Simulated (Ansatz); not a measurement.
An input for Ansatz 0.2.0 (GaAs (F-43m)):

```yaml
crystal:
  lattice:
    - [0.0, 2.82685, 2.82685]
    - [2.82685, 0.0, 2.82685]
    - [2.82685, 2.82685, 0.0]
  atoms:
    - { symbol: Ga, position: [0.0, 0.0, 0.0] }
    - { symbol: As, position: [0.25, 0.25, 0.25] }
kpoints:
  mp_grid: { grid: [8, 8, 8] }
hamiltonian:
  xc: pbe
  pseudopotentials: { kind: paw, source: ansatz }
scf:
  occupations: { method: fixed }
gw:
  n_empty_bands: 188
  ecut_chi: 150
  qp_bands: [v2, c2]
  qp_kpoints: band_edges
  screening: { model: contour_deformation }
```

```sh
ansatz run input.yaml --threads 3 --pin off --max-ram 92160MiB --backend cuda --events-out ev --progress --plain --runs-dir out --devices 1 --max-vram 13GiB
```

Q: Estimate wall time and host memory on 1 × NVIDIA H100 80GB HBM3 (shared by 6 runs) with 3 threads of AMD EPYC 7R13 (Zen 3), shared host.

It took 76 s; on shared hardware allow 38 s to 2.5 min. Peak host memory was 1.7 GiB. The sizes that set the cost: 3383 plane waves a state, 29 irreducible k points, 206 bands summed, 169 plane waves in the screening and 7 SCF cycles.

The screening grows as filled bands × empty bands × pairs of k points, times the square of the screening basis for the matrix.

[Paths, hosts, dates, memory and timing lines, banners, echoed tables and standing remarks are left out of the program output.]

[Logs are printed without paths, hosts, clocks, repeated set-up lines and the standing remarks that a program may print on its own settings, such as how far it seeks lower states.]

[Runs of the session that timed out or met a known fault of the program may be left out.]

[Cells called generated may have been cut or substituted from an entry of the Crystallography Open Database or the Materials Project.]

[Hosts, paths, dates, database ids (printed as entryN), source tags and the programs' standing remarks are cut or masked in the printed files.]
